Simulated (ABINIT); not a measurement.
## AlAs (F-43m): G0W0 in ABINIT against the bands in the self-energy

Aim: move the bands in the self-energy of a G0W0 run on AlAs (F-43m) over a wide range.

Method: LDA and many-body steps on it, plane waves, in ABINIT 10.8.3.

### 1. Starting point

Symmetry: F-43m, No. 216, cubic system. Conventional cell: a = 5.661 Å, b = 5.661 Å, c = 5.661 Å, α = 90.00°, β = 90.00°, γ = 90.00°. Nearest to Al lie 4 As at 2.45 Å. Nearest to As lie 4 Al at 2.45 Å. Farther neighbours are not listed.

The cell and positions come from the Crystallography Open Database and are kept as given unless a step says otherwise.

### 2. Screening, 4×4×4 mesh, 82 bands, screening to 176.9 eV

This step: ABINIT 10.8.3; RPA screening on LDA, plane waves, norm-conserving pseudopotentials.

The RPA dielectric matrix is built and inverted for each q.

run.abi reads:

```
acell 3*1.0 Angstrom
rprim 
  0.000000000000 2.830400000000 2.830400000000
  2.830400000000 0.000000000000 2.830400000000
  2.830400000000 2.830400000000 -0.000000000000
ntypat 2
znucl 13 33
natom 2
typat 1 2
xred 
  0.000000000000 0.000000000000 0.000000000000
  0.250000000000 0.250000000000 0.250000000000
pp_dirpath "pseudos"
pseudos "Al.upf, As.upf"
ecut 34
ngkpt 4 4 4
nshiftk 1
shiftk 0 0 0
kptopt 1
chksymbreak 0
istwfk *1
occopt 1
irdwfk 1
optdriver 3
nband 82
ecuteps 6.5
inclvkb 2
awtr 1
symchi 1
indata_prefix "in"
outdata_prefix "out"
tmpdata_prefix "tmp"
```

Run with:

```
OMP_NUM_THREADS=1 mpirun -n 4 abinit run.abi > log
```

Log:

```text
.Version 10.8.3 of ABINIT. v10.8.2 released Aug 2026.

 Symmetries : space group F-4 3 m (#216); Bravais cF (face-center cubic)
[... echo of the input left out ...]
== DATASET  1 ==================================================================
-   mpi_nproc: 4, omp_nthreads: 1 (-1 if OMP is not activated)

--- !DatasetInfo
iteration_state: {dtset: 1, }
dimensions: {natom: 2, nkpt: 8, mband: 82, nsppol: 1, nspinor: 1, nspden: 1, mpw: 2914, }
cutoff_energies: {ecut:  34.0, pawecutdg:  -1.0, }
electrons: {nelect:   1.80000000E+01, charge:   0.00000000E+00, occopt:   1.00000000E+00, tsmear:   1.00000000E-02, }

 SCREENING: Calculation of the susceptibility and dielectric matrices

 Based on a program developped by R.W. Godby, V. Olevano, G. Onida, and L. Reining.
 Incorporated in ABINIT by V. Olevano, G.-M. Rignanese, and M. Torrent.
.Using double precision arithmetic ; gwpc =  8

[... cell and pseudopotentials left out ...]
--------------------------------------------------------------------------------

 ==== K-mesh for the wavefunctions ====
 Number of points in the irreducible wedge :     8
[... list of points left out ...]
 Together with 24 symmetry operations and time-reversal symmetry
 yields    64 points in the full Brillouin Zone.

 ==== Q-mesh for the screening function ====
 Number of points in the irreducible wedge :     8
[... list of points left out ...]
 Together with 24 symmetry operations and time-reversal symmetry
 yields    64 points in the full Brillouin Zone.

 setmesh: FFT mesh size selected  =    30x   30x   30
          total number of points  =        27000

 vcoul_init : cutoff-mode = AUXILIARY_FUNCTION
 q-points for optical limit:   1
     1)      0.000010    0.000020    0.000030

- screening: taking advantage of time-reversal symmetry
- Maximum band index for partially occupied states nbvw = 9
- Remaining bands to be divided among processors   nbcw = 73
- Number of bands treated by each node ~18

 Number of electrons calculated from density =   18.0000; Expected =   18.0000
 average of density, n =  0.058817
 r_s =    1.5952
 omega_plasma =   23.3941 [eV]

 calculating chi0 at frequencies [eV] :
  1    0.000000E+00    0.000000E+00
  2    0.000000E+00    2.339413E+01

--------------------------------------------------------------------------------
  q-point number  1        q = ( 0.000000, 0.000000, 0.000000) [r.l.u.]
--------------------------------------------------------------------------------
[... chi0 elements left out ...]
 For q-point:  0.000010 0.000020 0.000030
  dielectric constant =  15.8101
  dielectric constant without local fields =  17.6877

  Average fulfillment of the sum rule on Im[epsilon] for q-point    1 :     56.45  [%]
[... wings left out ...]
  q-point number  2        q = ( 0.250000, 0.000000, 0.000000) [r.l.u.]
--------------------------------------------------------------------------------
[... chi0 elements left out ...]
  Average fulfillment of the sum rule on Im[epsilon] for q-point    2 :     66.13  [%]

 [... 6 further q-points ...]
```

Elapsed: 21 s, on 4 MPI ranks of Arm Neoverse V1, shared host; peak memory 0.7 GiB; 83 s of CPU time.

This step gave:

```yaml
eps_infinity_with_local_fields_on_this_mesh_along_the_program_s_q_direction: 15.81
the_same_without_local_fields: 17.69
plasma_frequency: 23.39 eV
plane_waves_in_the_screening_matrix: 259
```

Local fields lower ε∞ by 11 %. On a Γ-centred mesh this coarse the value itself is usually too large, while a short band sum pulls it down.

### 3. 17 bands

This step: G0W0 on LDA, plane waves, norm-conserving pseudopotentials.

Changes to run.abi since step 2:

```diff
@@ -23,8 +23,17 @@
 irdwfk 1
-optdriver 3
-nband 82
+optdriver 4
+nband 17
+gwcalctyp 0
+ecutsigx 34
+symsigma 1
+nkptgw 2
+kptgw 
+  0.0000000000 0.0000000000 0.0000000000
+  0.5000000000 0.5000000000 0.0000000000
+bdgw 
+  7 13
+  8 11
 ecuteps 6.5
-inclvkb 2
-awtr 1
-symchi 1
+irdscr 1
+ppmodel 1
 indata_prefix "in"
```

Log:

```text
.Version 10.8.3 of ABINIT. v10.8.2 released Aug 2026.

 Symmetries : space group F-4 3 m (#216); Bravais cF (face-center cubic)
[... echo of the input left out ...]
== DATASET  1 ==================================================================
-   mpi_nproc: 4, omp_nthreads: 1 (-1 if OMP is not activated)

--- !DatasetInfo
iteration_state: {dtset: 1, }
dimensions: {natom: 2, nkpt: 8, mband: 17, nsppol: 1, nspinor: 1, nspden: 1, mpw: 2914, }
cutoff_energies: {ecut:  34.0, pawecutdg:  -1.0, }
electrons: {nelect:   1.80000000E+01, charge:   0.00000000E+00, occopt:   1.00000000E+00, tsmear:   1.00000000E-02, }

 SIGMA: Calculation of the GW corrections

 Based on a program developped by R.W. Godby, V. Olevano, G. Onida, and L. Reining.
 Incorporated in ABINIT by V. Olevano, G.-M. Rignanese, and M. Torrent.
.Using double precision arithmetic ; gwpc =  8

[... cell and pseudopotentials left out ...]
--------------------------------------------------------------------------------

 ==== K-mesh for the wavefunctions ====
 Number of points in the irreducible wedge :     8
[... list of points left out ...]
 Together with 24 symmetry operations and time-reversal symmetry
 yields    64 points in the full Brillouin Zone.

 ==== Q-mesh for screening function ====
 Number of points in the irreducible wedge :     8
[... list of points left out ...]
 Together with 24 symmetry operations and time-reversal symmetry
 yields    64 points in the full Brillouin Zone.

 vcoul_init : cutoff-mode = AUXILIARY_FUNCTION
 q-points for optical limit:   1
     1)      0.000010    0.000020    0.000030
 setmesh: FFT mesh size selected  =    40x   40x   40
          total number of points  =        64000

 Number of electrons calculated from density =   18.0000; Expected =   18.0000
 average of density, n =  0.058817
 r_s =    1.5952
 omega_plasma =   23.3941 [eV]

 === KS Band Gaps ===
  >>>> For spin  1
   Minimum direct gap =   1.8347 [eV], located at k-point      :   0.0000  0.0000  0.0000
   Fundamental gap    =   1.3509 [eV], Top of valence bands at :   0.0000  0.0000  0.0000
                                       Bottom of conduction at :   0.5000  0.5000  0.0000
 SIGMA fundamental parameters:
 PLASMON POLE MODEL  1
 number of plane-waves for SigmaX                 2891
 number of plane-waves for SigmaC and W            259
 number of plane-waves for wavefunctions          2891
 number of bands                                    17
 number of independent spin polarizations            1
 number of spinorial components                      1
 number of k-points in IBZ                           8
 number of q-points in IBZ                           8
 number of symmetry operations                      24
 number of k-points in BZ                           64
 number of q-points in BZ                           64
 number of frequencies for dSigma/dE                 9
 frequency step for dSigma/dE [eV]                0.25
 number of omega for Sigma on real axis              0
 max omega for Sigma on real axis  [eV]           0.00
 zcut for avoiding poles [eV]                     0.10

 EPSILON^-1 parameters (SCR file):
 dimension of the eps^-1 matrix on file            259
 dimension of the eps^-1 matrix used               259
 number of plane-waves for wavefunctions          2891
 number of bands                                    82
 number of q-points in IBZ                           8
 number of frequencies                               2
 number of real frequencies                          1
 number of imag frequencies                          1

 matrix elements of self-energy operator (all in [eV])

 Perturbative Calculation

--- !SelfEnergy_ee
iteration_state: {dtset: 1, }
kpoint     : [   0.000,    0.000,    0.000, ]
spin       : 1
KS_gap     :    1.835
QP_gap     :    2.782
Delta_QP_KS:    0.947
data: !SigmaeeData |
     Band     E0 <VxcDFT>   SigX SigC(E0)      Z dSigC/dE  Sig(E)    E-E0       E
        7   3.709 -12.770 -15.317   2.843   0.797  -0.254 -12.534   0.236   3.945
        8   3.709 -12.770 -15.317   2.843   0.797  -0.254 -12.534   0.236   3.945
        9   3.709 -12.770 -15.317   2.843   0.797  -0.254 -12.534   0.236   3.945
       10   5.544 -11.842  -7.656  -2.715   0.804  -0.243 -10.659   1.184   6.727
       11   7.973  -9.499  -4.835  -3.073   0.802  -0.247  -8.223   1.276   9.248
       12   7.973  -9.499  -4.835  -3.073   0.802  -0.247  -8.223   1.276   9.248
       13   7.973  -9.499  -4.835  -3.073   0.802  -0.247  -8.223   1.276   9.248

--- !SelfEnergy_ee
iteration_state: {dtset: 1, }
kpoint     : [   0.500,    0.500,    0.000, ]
spin       : 1
KS_gap     :    3.523
QP_gap     :    4.492
Delta_QP_KS:    0.969
data: !SigmaeeData |
     Band     E0 <VxcDFT>   SigX SigC(E0)      Z dSigC/dE  Sig(E)    E-E0       E
        8   1.536 -11.442 -14.619   3.090   0.780  -0.282 -11.510  -0.068   1.468
        9   1.536 -11.442 -14.619   3.090   0.780  -0.282 -11.510  -0.068   1.468
       10   5.060  -8.534  -4.576  -2.849   0.813  -0.230  -7.633   0.901   5.961
       11   5.922  -9.156  -5.076  -2.743   0.811  -0.232  -8.071   1.085   7.007

== END DATASET(S) ==============================================================
================================================================================

 -outvars: echo values of variables after computation  --------
           etotal      0.0000000000E+00
            nband          17
             nkpt           8
          spgroup         216
 [... the other variables as echoed above ...]

 Calculation completed.
```

Run time: 4.6 s. Hardware: 4 MPI ranks; peak memory 0.59 GiB.

This step gave:

* G0W0 gap on the points computed: 2.016 eV
* starting gap on the mesh: 1.351 eV
* k of the valence top: 0, 0, 0
* k of the conduction bottom: 0.5, 0.5, 0
* Z at the valence top: 0.797
* Z at the conduction bottom: 0.813
* least direct G0W0 gap on the computed points: 2.782 eV

### 4. 27 bands

The self-energy is evaluated for the states that the input lists, and the levels follow from it, in one-shot runs by the linearised quasiparticle equation.

Changes to run.abi since step 3:

```diff
@@ -24,3 +24,3 @@
 optdriver 4
-nband 17
+nband 27
 gwcalctyp 0
```

Log:

```text
.Version 10.8.3 of ABINIT. v10.8.2 released Aug 2026.

 Symmetries : space group F-4 3 m (#216); Bravais cF (face-center cubic)
[... echo of the input left out ...]
== DATASET  1 ==================================================================
-   mpi_nproc: 4, omp_nthreads: 1 (-1 if OMP is not activated)

--- !DatasetInfo
iteration_state: {dtset: 1, }
dimensions: {natom: 2, nkpt: 8, mband: 27, nsppol: 1, nspinor: 1, nspden: 1, mpw: 2914, }
cutoff_energies: {ecut:  34.0, pawecutdg:  -1.0, }
electrons: {nelect:   1.80000000E+01, charge:   0.00000000E+00, occopt:   1.00000000E+00, tsmear:   1.00000000E-02, }

 SIGMA: Calculation of the GW corrections

 Based on a program developped by R.W. Godby, V. Olevano, G. Onida, and L. Reining.
 Incorporated in ABINIT by V. Olevano, G.-M. Rignanese, and M. Torrent.
.Using double precision arithmetic ; gwpc =  8

[... cell and pseudopotentials left out ...]
--------------------------------------------------------------------------------

 ==== K-mesh for the wavefunctions ====
 Number of points in the irreducible wedge :     8
[... list of points left out ...]
 Together with 24 symmetry operations and time-reversal symmetry
 yields    64 points in the full Brillouin Zone.

 ==== Q-mesh for screening function ====
 Number of points in the irreducible wedge :     8
[... list of points left out ...]
 Together with 24 symmetry operations and time-reversal symmetry
 yields    64 points in the full Brillouin Zone.

 vcoul_init : cutoff-mode = AUXILIARY_FUNCTION
 q-points for optical limit:   1
     1)      0.000010    0.000020    0.000030
 setmesh: FFT mesh size selected  =    40x   40x   40
          total number of points  =        64000

 Number of electrons calculated from density =   18.0000; Expected =   18.0000
[...]
number of omega for Sigma on real axis              0
 max omega for Sigma on real axis  [eV]           0.00
 zcut for avoiding poles [eV]                     0.10

 EPSILON^-1 parameters (SCR file):
 dimension of the eps^-1 matrix on file            259
 dimension of the eps^-1 matrix used               259
 number of plane-waves for wavefunctions          2891
 number of bands                                    82
 number of q-points in IBZ                           8
 number of frequencies                               2
 number of real frequencies                          1
 number of imag frequencies                          1

 matrix elements of self-energy operator (all in [eV])

 Perturbative Calculation

--- !SelfEnergy_ee
iteration_state: {dtset: 1, }
kpoint     : [   0.000,    0.000,    0.000, ]
spin       : 1
KS_gap     :    1.835
QP_gap     :    2.842
Delta_QP_KS:    1.007
data: !SigmaeeData |
     Band     E0 <VxcDFT>   SigX SigC(E0)      Z dSigC/dE  Sig(E)    E-E0       E
        7   3.709 -12.770 -15.317   2.203   0.787  -0.270 -13.040  -0.270   3.438
        8   3.709 -12.770 -15.317   2.203   0.787  -0.270 -13.040  -0.270   3.438
        9   3.709 -12.770 -15.317   2.203   0.787  -0.270 -13.040  -0.270   3.438
[...]
--- !SelfEnergy_ee
iteration_state: {dtset: 1, }
kpoint     : [   0.500,    0.500,    0.000, ]
spin       : 1
KS_gap     :    3.523
QP_gap     :    4.477
Delta_QP_KS:    0.953
data: !SigmaeeData |
     Band     E0 <VxcDFT>   SigX SigC(E0)      Z dSigC/dE  Sig(E)    E-E0       E
[...]
10   5.060  -8.534  -4.576  -3.343   0.804  -0.244  -8.039   0.495   5.554
       11   5.922  -9.156  -5.076  -3.297   0.802  -0.247  -8.528   0.628   6.550

== END DATASET(S) ==============================================================
================================================================================

 -outvars: echo values of variables after computation  --------
           etotal      0.0000000000E+00
            nband          27
             nkpt           8
          spgroup         216
 [... the other variables as echoed above ...]

 Calculation completed.
```

Run time: 5.3 s. Hardware: 4 MPI ranks; peak memory 0.59 GiB.

This step gave:

```
G0W0 gap on the points computed              : 2.116 eV
starting gap on the mesh                     : 1.351 eV
k of the valence top                         : 0, 0, 0
k of the conduction bottom                   : 0.5, 0.5, 0
Z at the valence top                         : 0.787
Z at the conduction bottom                   : 0.804
least direct G0W0 gap on the computed points : 2.842 eV
```

The gap on the mesh goes from 1.35 eV to 2.12 eV, a correction of +0.77 eV.

### 5. 52 bands

Changes to run.abi since step 4:

```diff
@@ -24,3 +24,3 @@
 optdriver 4
-nband 27
+nband 52
 gwcalctyp 0
```

Log:

```text
.Version 10.8.3 of ABINIT. v10.8.2 released Aug 2026.

 Symmetries : space group F-4 3 m (#216); Bravais cF (face-center cubic)
[... echo of the input left out ...]
== DATASET  1 ==================================================================
-   mpi_nproc: 4, omp_nthreads: 1 (-1 if OMP is not activated)

--- !DatasetInfo
iteration_state: {dtset: 1, }
dimensions: {natom: 2, nkpt: 8, mband: 52, nsppol: 1, nspinor: 1, nspden: 1, mpw: 2914, }
cutoff_energies: {ecut:  34.0, pawecutdg:  -1.0, }
[...]
Band     E0 <VxcDFT>   SigX SigC(E0)      Z dSigC/dE  Sig(E)    E-E0       E
[...]
10   5.060  -8.534  -4.576  -3.629   0.801  -0.249  -8.271   0.263   5.323
       11   5.922  -9.156  -5.076  -3.634   0.798  -0.254  -8.799   0.356   6.278

== END DATASET(S) ==============================================================
================================================================================

 -outvars: echo values of variables after computation  --------
           etotal      0.0000000000E+00
            nband          52
             nkpt           8
          spgroup         216
 [... the other variables as echoed above ...]

 Calculation completed.
```

Run time: 7.5 s. Hardware: 4 MPI ranks; peak memory 0.64 GiB.

Numbers from this step:

- G0W0 gap on the points computed: 2.248 eV
- starting gap on the mesh: 1.351 eV
- k of the valence top: 0, 0, 0
- k of the conduction bottom: 0.5, 0.5, 0
- least direct G0W0 gap on the computed points: 2.893 eV

Against the run before, the gap moves by +0.132 eV.

### 6. 82 bands

Changes to run.abi since step 5:

```diff
@@ -24,3 +24,3 @@
 optdriver 4
-nband 52
+nband 82
 gwcalctyp 0
```

Log:

```text
.Version 10.8.3 of ABINIT. v10.8.2 released Aug 2026.

 Symmetries : space group F-4 3 m (#216); Bravais cF (face-center cubic)
[... echo of the input left out ...]
== DATASET  1 ==================================================================
-   mpi_nproc: 4, omp_nthreads: 1 (-1 if OMP is not activated)

--- !DatasetInfo
iteration_state: {dtset: 1, }
dimensions: {natom: 2, nkpt: 8, mband: 82, nsppol: 1, nspinor: 1, nspden: 1, mpw: 2914, }
cutoff_energies: {ecut:  34.0, pawecutdg:  -1.0, }
[...]
Band     E0 <VxcDFT>   SigX SigC(E0)      Z dSigC/dE  Sig(E)    E-E0       E
[...]
10   5.060  -8.534  -4.576  -3.715   0.800  -0.250  -8.340   0.194   5.254
       11   5.922  -9.156  -5.076  -3.731   0.797  -0.255  -8.878   0.278   6.200

== END DATASET(S) ==============================================================
================================================================================

 -outvars: echo values of variables after computation  --------
           etotal      0.0000000000E+00
            nband          82
             nkpt           8
          spgroup         216
 [... the other variables as echoed above ...]

 Calculation completed.
```

Elapsed: 10 s, on 4 MPI ranks; peak memory 0.75 GiB; 42 s of CPU time.

Numbers from this step:

```
G0W0 gap on the points computed              : 2.309 eV
starting gap on the mesh                     : 1.351 eV
k of the valence top                         : 0, 0, 0
k of the conduction bottom                   : 0.5, 0.5, 0
least direct G0W0 gap on the computed points : 2.903 eV
```

Against the run before, the gap moves by +0.061 eV.

### 7. Side by side

Times are wall times on 4 MPI ranks of Arm Neoverse V1, shared host, good to a factor of about two. A run's time includes the screening step that it read.

| run | mesh | bands | screening cutoff (eV) | DFT gap (eV) | gap on the mesh (eV) | direct (eV) | ε∞ used | time |
| --- | --- | --- | --- | --- | --- | --- | --- | --- |
| 17 bands | 4×4×4 | 17 | 176.9 | 1.351 | 2.016 | 2.782 | 15.81 | 25 s |
| 27 bands | 4×4×4 | 27 | 176.9 | 1.351 | 2.116 | 2.842 | 15.81 | 26 s |
| 52 bands | 4×4×4 | 52 | 176.9 | 1.351 | 2.248 | 2.893 | 15.81 | 28 s |
| 82 bands | 4×4×4 | 82 | 176.9 | 1.351 | 2.309 | 2.903 | 15.81 | 31 s |

### 8. Results

| Property | Result |
| --- | --- |
| 17 bands | 2.016 eV |
| 27 bands | 2.116 eV |
| 52 bands | 2.248 eV |
| 82 bands | 2.309 eV |
| known limits | not at the basis limit; exchange with frozen shells missing; no spin-orbit coupling; coarse k mesh |

**Reading.** The setting moved: bands in the self-energy. From 17 bands to 82 bands the gap moves by +0.29 eV. The last step still moves it by +0.061 eV. Bands and screening cutoff are coupled, so a series along one setting does not show full convergence. Bands and cutoff are finite, so the gap is not at the basis limit. The miss can reach some tenths of an eV and take either sign; the mesh is an error of its own. In the G0W0 runs levels were corrected at 2 k points alone, so a gap called «on the mesh» is the least over those, and an edge elsewhere would be missed. The 4×4×4 mesh is coarse for this cell, which bears on the long-range parts of exchange and screening. The norm-conserving file of at least one element keeps a d shell over frozen s and p shells of the same row. Exchange with those shells is missing from the self-energy, an error of 0.3 to 0.9 eV in cases checked, whose sign depends on which edge lies on those atoms. The many-body steps are scalar-relativistic: spin-orbit coupling is not in them.

[Paths, hosts, dates, memory and timing lines, banners, echoed tables and standing remarks are left out of the program output.]

[Logs are printed without paths, hosts, clocks, repeated set-up lines and the standing remarks that a program may print on its own settings, such as how far it seeks lower states.]

[Runs of the session that timed out or met a known fault of the program may be left out.]

[Hosts, paths, dates, database ids (printed as entryN), source tags and the programs' standing remarks are cut or masked in the printed files.]

[G0W0 gaps are taken among the corrected bands and points alone; a level outside them can change the order at an edge.]

[Where Ansatz stands beside ABINIT at settings called matched, ABINIT's density can come from a denser mesh and the files from another edition; pairs whose starting gaps differed by over 0.03 eV were left out, so agreement reads better than it is.]
